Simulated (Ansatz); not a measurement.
**Li3Co in Ansatz, settings compared**

The command:

```bash
ansatz run input.yaml --threads 1 --pin off --max-ram 2560MiB --backend cpu --events-out ev --progress --plain --runs-dir out
```

The input file (Ansatz 0.2.0, plane waves):

```yaml
crystal:
  lattice:
    - [1.88845, 3.270886, 0.0]
    - [-1.88845, 3.270886, 0.0]
    - [0.0, 0.0, 3.998218]
  atoms:
    - { symbol: Co, position: [0.0, 0.0, 0.0] }
    - { symbol: Li, position: [0.0, 0.0, 0.5] }
    - { symbol: Li, position: [0.33333, 0.33334, 0.0] }
    - { symbol: Li, position: [0.66667, 0.66666, 0.0] }
  symmetry: { tolerance: 0.0003 }
kpoints:
  mp_grid: { grid: [6, 6, 5], shift: [0, 0, 0] }
magnetization:
  spin_polarized: false
scf:
  occupations: { method: fermi_dirac }
hamiltonian:
  pseudopotentials: { kind: paw }
  xc: r2scan
basis:
  ecutwfc: 500
output:
  forces: true
  stress: true
  eigenvalues: true
```

Origin of the cell: a known structure type with other elements, at an estimated volume, so it need not be a known compound.

The smearing width isn't typed, so it takes its default of 0.1 eV.

Output of this run (shortened):

```
SCF iter   1: F=—  HF=-5741.984212 eV  Δρ=5.05e-2  dr2=1.07e0  dr2_τ=1.13e-1
SCF iter   2: F=—  HF=-5742.320339 eV  Δρ=1.01e-1  dr2=3.37e0  dr2_τ=2.30e-2  recentre
SCF iter   3: F=—  HF=-5742.058022 eV  Δρ=1.01e-2  dr2=4.23e-2  dr2_τ=5.60e-4
SCF iter   4: F=—  HF=-5742.061079 eV  Δρ=6.52e-3  dr2=1.53e-2  dr2_τ=1.74e-4
SCF iter   5: F=—  HF=-5742.061646 eV  Δρ=5.08e-3  dr2=9.44e-3  dr2_τ=2.29e-4
SCF iter   6: F=—  HF=-5742.061115 eV  Δρ=5.82e-4  dr2=1.22e-4  dr2_τ=2.69e-5
SCF iter   7: F=—  HF=-5742.061137 eV  Δρ=6.58e-4  dr2=1.59e-4  dr2_τ=1.62e-6
SCF iter   8: F=—  HF=-5742.061131 eV  Δρ=6.04e-5  dr2=1.29e-6  dr2_τ=1.36e-7
SCF iter   9: F=—  HF=-5742.061133 eV  Δρ=1.96e-5  dr2=9.26e-8  dr2_τ=8.44e-9
SCF iter  10: F=-5742.061133 eV  HF=-5742.061133 eV  Δρ=5.00e-6  dr2=9.01e-9  dr2_τ=1.02e-10
SCF 1 converged in 10 iterations: F = -5742.061133 eV  dr2 = 9.01e-9
SCF converged after 10 iterations
Free energy (F): -5742.061133 eV
Harris-Foulkes:  -5742.061133 eV  (|F-HF|=8.99e-10)
Internal energy: -5741.946700 eV  (E = F + TS)
E sigma→0 (E₀):  -5742.003917 eV
Entropy (-TS):   -0.114434 eV (-28.608 meV/atom)
Fermi energy:    5.421898 eV
--- Per-component energies (eV) ---
  E_band       = -697.745020
  E_kinetic    = 541.673848
  E_local      = -4954.185071  (includes V_loc(G=0)·N_el)
  E_nonlocal   = 372.440782
  E_hartree    = 2092.881754
  E_xc         = -189.429638
  E_vxc        = -276.614603  (∫ρ·V_xc dr)
  E_paw        = -1605.063144  (= ΣΔE_a)
  E_vpaw       = -585.156297  (= ΣTr[D̂ρ^β])
  E_aug_tail   = -0.000293  (compensation charges beyond the density's cutoff)
  E_vtau       = 18.338881  (kinetic-family band-sum trace: ∫τ·v_τ [+ j·A + Jᵃ·Aᵃ] dr)
  E_ewald      = -1999.969733
  E_core_change = -0.295206  (= ΣΔE_core)
  E_smearing   = -0.114434  (= −TS)
  Σ components = -5742.061133   (vs F -5742.061133, Δ=0.00e0)
--- Forces (eV/Å), atoms counted from 1 ---
  atom   1  Co    -0.000000    -0.000000     0.000000
  atom   2  Li     0.000000     0.000000     0.000000
  atom   3  Li     0.000000     0.000000     0.000000
  atom   4  Li    -0.000000     0.000000     0.000000
  max |Σ_I F_I| component: 0.0 eV/Å
--- Stress (GPa, compression-positive) ---
       22.375410      -0.000000       0.000000
       -0.000000      22.375410       0.000000
        0.000000       0.000000      21.403009
  P = ⅓ Tr σ = 22.0513 GPa (220.513 kbar)
```

The same input was run again with these changes:

1. `scf.occupations.method` fermi_dirac → gaussian; `scf.occupations.width` default → 0.2
2. `magnetization` { spin_polarized: false } → { spin_polarized: true } (starts: small); `hamiltonian.hubbard` default → { sites: [{ species: Co, l: d, u_eff: 1.0 }], double_counting: fll }; typed moments: Co1 0.2, Li2 0.2, Li3 0.2, Li4 0.2
3. `hamiltonian.dispersion` default → d3bjatm; `scf.eigensolver.kind` default → davidson; `basis.precision` default → f64
4. `scf.initial_density.chi_scale` default → 0.0

| run | end | SCF iterations | P (GPa) | max force component (eV/Å) | gap on mesh (eV) | moment (μB) | ΔE(σ→0) (meV/atom) |
| --- | --- | --- | --- | --- | --- | --- | --- |
| base | converged | 10 | 22.05 | 0.000 | none | – | 0 |
| 1 | converged | 10 | 21.97 | 0.000 | – | – | 0.84 |
| 2 | converged | 69 | 28.84 | 0.328 | none | 1.59 | – |
| 3 | converged | 10 | 20.86 | 0.000 | none | – | – |
| 4 | converged | 13 | 22.05 | 0.000 | none | – | 0.00 |

Energies are compared only where functional, datasets, charge and starting cell are the same.

Caveats of the base run: no spin polarisation, so a magnetic state may lie lower; the k mesh is coarse if the cell is a metal.

Run 1: wide smearing.
Run 2: one start, so the magnetic state may not be the lowest.

Time of the base run: 4.8 s of wall time on 1 CPU thread(s) of a shared host, from the program's own first density.
